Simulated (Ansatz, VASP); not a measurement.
Two plane-wave programs on Ge

```
Ge
1.0
     3.08559    0.00000    0.00000
    -1.54279    2.67220    0.00000
     0.00000    0.00000    4.77982
Ge
2
Direct
  0.33333 0.66667 0.25000
  0.66667 0.33333 0.75000
```

Alike in both runs: functional revPBE; k mesh 12 × 12 × 7; occupations fermi-dirac, width 0.1 eV; no spin polarisation.

Ansatz relaxed the structure, and its values are those at the end. VASP's run is a single point on that final structure, the one shown.

```csv
,VASP,Ansatz
version,VASP 6.6.1,Ansatz 0.2.0
potentials or method,"VASP PAW PBE potentials, release 64 (Ge_d)","plane waves (420 eV) with PAW, scalar-relativistic"
plane-wave cutoff (eV),520,420
valence electrons in the cell,28,28
```

|  | VASP | Ansatz | Ansatz less VASP |
| --- | --- | --- | --- |
| pressure (GPa) | 0.0 | 0.0 | +0.04 |

Caveats: the PAW data sets were made with another functional, which shifts forces and pressure a little (VASP).
